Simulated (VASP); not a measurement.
# Al (Fm-3m) in VASP: single point with PBE

Aim: the single point of Al with PBE.

Everything below comes from runs of VASP 6.6.1. Logs are shortened: lines on timing, memory, paths and dates and some standing lists are left out, and cuts for length are marked.

## (1) Starting point

The structure is cubic, space group Fm-3m (No. 225). Conventional cell: a = 4.039 Å, b = 4.039 Å, c = 4.039 Å, α = 90.00°, β = 90.00°, γ = 90.00°. Al (site symmetry m-3m) is surrounded by 12 Al at 2.86 Å.

## (2) Single point, PBE

File INCAR:

```
ALGO     = Normal         # electronic algorithm
EDIFF    = 1E-6           # SCF threshold, eV
ENCUT    = 520            # plane-wave cutoff, eV
GGA      = PE             # functional
ICORELEVEL= 1            
ISIF     = 2              # what is computed and relaxed
ISMEAR   = 1              # smearing method
LASPH    = True           # aspherical terms in the spheres
LCHARG   = False          # write CHGCAR
LREAL    = False          # projectors in reciprocal space
LWAVE    = False          # write WAVECAR
NBANDS   = 8              # bands
NELM     = 80             # most SCF steps
PREC     = Accurate       # precision mode
SIGMA    = 0.1            # smearing width, eV
```

File KPOINTS:

```
k-points
0
Gamma
  13 10 37
```

File POSCAR:

```
Al
1.0
    2.8562036900      0.0000000000      0.0000000000
    0.0000000000      4.0392820000      0.0000000000
    1.4281018500      2.0196410000      1.4281018500
Al
1
Direct
    0.0000000000      0.0000000000      0.0000000000
```

Potentials or basis: VASP PAW PBE potentials, release 64 (Al).

The run is started by

```sh
> cat potpaw_PBE.64/Al/POTCAR > POTCAR
> mpirun -np 1 vasp_std > vasp.out
```

OUTCAR:

```text
EDIFF = 1E-6
   ENCUT = 520
   GGA = PE
   ISIF = 2
   ISMEAR = 1
   LASPH = True
   LREAL = False
   NELM = 80
   PREC = Accurate

 ion  position               nearest neighbor table
   1  0.000  0.000  0.000-

  LATTYP: Found a face centered cubic cell.
 ALAT       =     4.0392819976

  Lattice vectors:

 A1 = (   1.4281018400,  -2.0196410000,  -1.4281018500)
 A2 = (   2.8562036900,   0.0000000000,   0.0000000000)
 A3 = (   1.4281018500,  -2.0196410000,   1.4281018500)

Analysis of symmetry for initial positions (statically):
=====================================================================
 Subroutine PRICEL returns:
 Original cell was already a primitive cell.

 Routine SETGRP: Setting up the symmetry group for a
 face centered cubic supercell.

 Subroutine GETGRP returns: Found 48 space group operations
 (whereof 48 operations were pure point group operations)
 out of a pool of 48 trial point group operations.

The static configuration has the point symmetry O_h .

Analysis of symmetry for dynamics (positions and initial velocities):
=====================================================================
 Subroutine PRICEL returns:
 Original cell was already a primitive cell.

 Routine SETGRP: Setting up the symmetry group for a
 face centered cubic supercell.

 Subroutine GETGRP returns: Found 48 space group operations
 (whereof 48 operations were pure point group operations)
 out of a pool of 48 trial point group operations.

The dynamic configuration has the point symmetry O_h .

 Subroutine INISYM returns: Found 48 space group operations
 (whereof 48 operations are pure point group operations),
 and found     1 'primitive' translations

----------------------------------------------------------------------------------------

                                     Primitive cell

  volume of cell :      16.4760

  direct lattice vectors                    reciprocal lattice vectors
     2.856203690  0.000000000  0.000000000     0.350115086  0.000000000 -0.350115086
     0.000000000  4.039282000  0.000000000     0.000000000  0.247568751 -0.350115085
     1.428101850  2.019641000  1.428101850     0.000000000  0.000000000  0.700230169

  length of vectors
     2.856203690  4.039282000  2.856203697     0.495137503  0.428801655  0.700230169

  position of ions in fractional coordinates (direct lattice)
     0.000000000  0.000000000  0.000000000

  ion indices of the primitive-cell ions
   primitive index   ion index
                 1           1

----------------------------------------------------------------------------------------

 KPOINTS: k-points

Automatic generation of k-mesh.
 Grid dimensions read from file:
 generate k-points for:   13   10   37

 Generating k-lattice:

  Cartesian coordinates                     Fractional coordinates (reciprocal lattice)
     0.026931930  0.000000000 -0.026931930     0.076923077  0.000000000  0.000000000
     0.000000000  0.024756875 -0.035011508     0.000000000  0.100000000 -0.000000000
     0.000000000  0.000000000  0.018925140     0.000000000  0.000000000  0.027027027

  Length of vectors
     0.038087500  0.042880165  0.018925140

  Shift w.r.t. Gamma in fractional coordinates (k-lattice)
     0.000000000  0.000000000  0.000000000

 -----------------------------------------------------------------------------
|                                                                             |
|           W    W    AA    RRRRR   N    N  II  N    N   GGGG   !!!           |
|           W    W   A  A   R    R  NN   N  II  NN   N  G    G  !!!           |
|           W    W  A    A  R    R  N N  N  II  N N  N  G       !!!           |
|           W WW W  AAAAAA  RRRRR   N  N N  II  N  N N  G  GGG   !            |
|           WW  WW  A    A  R   R   N   NN  II  N   NN  G    G                |
|           W    W  A    A  R    R  N    N  II  N    N   GGGG   !!!           |
|                                                                             |
|     Your reciprocal lattice and k-lattice belong to different lattice       |
|     classes:                                                                |
|                                                                             |
|        The reciprocal lattice is body-centered cubic,                       |
|        whereas your k-lattice is triclinic.                                 |
|                                                                             |
|     Results are often still useful ...                                      |
|                                                                             |
 -----------------------------------------------------------------------------

 WARNING: IBZKPT: internal override: KBLOWUP is changed to .FALSE.
      ... skipping the blow-up phase ...

 Subroutine IBZKPT returns following result:
 ===========================================

 Found   2406 irreducible k-points:

 Following reciprocal coordinates:
            Coordinates               Weight
  0.000000  0.000000  0.000000      1.000000
  0.076923  0.000000  0.000000      2.000000
  0.153846  0.000000  0.000000      2.000000
  0.230769  0.000000  0.000000      2.000000
  0.307692  0.000000  0.000000      2.000000
  0.384615  0.000000  0.000000      2.000000
[... 16 lines left out ...]
  0.153846  0.200000  0.000000      2.000000
  0.230769  0.200000  0.000000      2.000000
 [... further k-points ...]
   k-points           NKPTS =   2406   k-points in BZ     NKDIM =   2406   number of bands    NBANDS=      8
   number of dos      NEDOS =    301   number of ions     NIONS =      1
   total plane-waves  NPLWV =  17280
   dimension x,y,z NGX =    24 NGY =   30 NGZ =   24
   dimension x,y,z NGXF=    48 NGYF=   60 NGZF=   48
   ions per type =               1
   NGX,Y,Z   is equivalent  to a cutoff of  13.97, 12.35, 13.97 a.u.
   NGXF,Y,Z  is equivalent  to a cutoff of  27.94, 24.69, 27.94 a.u.
 SYSTEM =  unknown system
   PREC   = accura    normal or accurate (medium, high low for compatibility)
   ISTART =      0    job   : 0-new  1-cont  2-samecut
   ICHARG =      2    charge: 1-file 2-atom 10-const
   ISPIN  =      1    spin polarized calculation?
   LNONCOLLINEAR =      F non collinear calculations
   LSORBIT =      F    spin-orbit coupling
   LASPH  =      T    aspherical Exc in radial PAW
   ENCUT  =  520.0 eV  38.22 Ry    6.18 a.u.   5.31  7.51  5.31*2*pi/ulx,y,z
   NELM   =     80;   NELMIN=  2; NELMDL= -5     # of ELM steps
   EDIFF  = 0.1E-05   stopping-criterion for ELM
   LREAL  =      F    real-space projection
   EDIFFG = 0.1E-04   stopping-criterion for IOM
   NSW    =      0    number of steps for IOM
   IBRION =     -1    ionic relax: 0-MD 1-quasi-New 2-CG
   NFREE  =      0    steps in history (QN), initial steepest desc. (CG)
   ISIF   =      2    stress and relaxation
   ISYM   =      2    0-nonsym 1-usesym 2-fastsym
   POTIM  = 0.5000    time-step for ionic-motion
   TEBEG  =    0.0;   TEEND  =   0.0 temperature during run
   PSTRESS=    0.0 pullay stress
   NELECT =       3.0000    total number of electrons
   NUPDOWN=      -1.0000    fix difference up-down
   EMIN   =  10.00;   EMAX   =-10.00  energy-range for DOS
   EFERMI =   0.00;   METHOD = LEGACY
   ISMEAR =     1;   SIGMA  =   0.10  broadening in eV -4-tet -1-fermi 0-gaus
   EFERMI_NEDOS =   21; number of points for ismear=-14 and -15
   IALGO  =     38    algorithm
   IMIX   =      4    mixing-type and parameters
     AMIX     =   0.40;   BMIX     =  1.00
     AMIX_MAG =   1.60;   BMIX_MAG =  1.00
  volume/ion in A,a.u.               =      16.48       111.19
  Fermi-wavevector in a.u.,A,eV,Ry     =   0.927893  1.753463 11.714409  0.860985
  Thomas-Fermi vector in A             =   2.054011
   LORBIT       =      0    0 simple, 1 ext, 2 COOP (PROOUT), +10 PAW based schemes
   GGA     = PE    functional components
   LHFCALC =     F    Hartree Fock is set to
   AEXX    =    0.0000 exact exchange contribution
   IVDW    =     0    specifies the selected vdW correction
   LEPSILON=     F    determine dielectric tensor
   LRPA    =     F    only Hartree local field effects (RPA)
 non-spin polarized calculation
 Methfessel and Paxton  Order N= 1 SIGMA  =   0.10
  energy-cutoff  :      520.00
  volume of cell :       16.48
 maximum number of plane-waves:       459
 NGX is ok and might be reduce to    24
   NGX = 11   NGY = 15   NGZ = 11

 number of electron       3.0000000 magnetization

 Free energy of the ion-electron system (eV)
  ---------------------------------------------------
  ext. energy  EPLUGINS =         0.00000000
  ---------------------------------------------------
  free energy    TOTEN  =        -3.74378092 eV

  energy without entropy =       -3.74371485  energy(sigma->0) =       -3.74375890

 the core state eigenenergies are
   1-  1s  -1498.1828  2s    -95.4090  2p    -56.8684

 E-fermi :   7.9992     XC(G=0): -10.2017

 val. band max:        7.9987432635   @ k =   0.4615   0.4000   0.1892
 cond. band min:       7.9999108646   @ k =  -0.2308   0.3000   0.2432
 fundamental gap:      0.0011676012
 Fermi energy:         7.9992285037

 k-point     1 :       0.0000    0.0000    0.0000
  band No.  band energies     occupation
      1      -3.1291      2.00000
      2      20.6427      0.00000
      3      20.6427      0.00000
      4      20.6427      0.00000
      5      22.1457      0.00000
      6      22.1457      0.00000
      7      22.1457      0.00000
      8      24.4918      0.00000

 k-point     2 :       0.0769    0.0000    0.0000
  band No.  band energies     occupation
      1      -2.9145      2.00000
      2      19.0864      0.00000
      3      19.0864      0.00000
      4      19.3735      0.00000
      5      21.6504      0.00000
      6      24.0153      0.00000
      7      24.0153      0.00000
      8      25.1052      0.00000
[... 254 lines left out ...]
 k-point    26 :       0.3846    0.2000    0.0000
  band No.  band energies     occupation
      1       5.5777      2.00000
      2       7.2467      2.00000
      3       8.1204     -0.07086
      4      14.2451      0.00000
      5      15.7991      0.00000
      6      21.9201      0.00000
      7      30.5778      0.00000
      8      31.6229      0.00000

 k-point    27 :       0.4615    0.2000    0.0000
  band No.  band energies     occupation
      1       4.3282      2.00000
      2       8.0930     -0.03476

------------------------ aborting loop because EDIFF is reached ----------------------------------------

  FORCE on cell =-STRESS in cart. coord.  units (eV):
  Direction    XX          YY          ZZ          XY          YZ          ZX
  --------------------------------------------------------------------------------------
  -------------------------------------------------------------------------------------
  Total        0.0071695      0.0071695      0.0071695      0.0000000      0.0000000      0.0000000
  in kB        0.6971841      0.6971841      0.6971841      0.0000000      0.0000000      0.0000000
  external PRESSURE =       0.6971841 kB  Pullay stress =       0.0000000 kB

 VOLUME and BASIS-vectors are now :
 -----------------------------------------------------------------------------
  energy-cutoff  :      520.00
  volume of cell :       16.48
      direct lattice vectors                 reciprocal lattice vectors
     2.856203690  0.000000000  0.000000000     0.350115086  0.000000000 -0.350115086
     0.000000000  4.039282000  0.000000000     0.000000000  0.247568751 -0.350115085
     1.428101850  2.019641000  1.428101850     0.000000000  0.000000000  0.700230169

 POSITION                                       TOTAL-FORCE (eV/Angst)
 -----------------------------------------------------------------------------------
      0.00000      0.00000      0.00000         0.000000      0.000000      0.000000
 -----------------------------------------------------------------------------------
    total drift:                                0.000000      0.000000      0.000000

  FREE ENERGIE OF THE ION-ELECTRON SYSTEM (eV)
  ---------------------------------------------------
  free  energy   TOTEN  =        -3.7437809196 eV

  energy  without entropy=       -3.7437148506  energy(sigma->0) =       -3.74375890
```

Wall time 4.2 min (1 thread of AMD EPYC 9R14 (Zen 4), shared host); peak memory 0.34 GiB.

Results:

```yaml
Free_energy: -3.7438 eV
Pressure: 0.1 GPa
Band_gap_on_the_k_mesh: none (metal or under the smearing width)
```

Core levels (eV, on the scale of the bands):
```
atom                          levels
1 Al  1s -1498.2, 2s -95.4, 2p -56.9
```
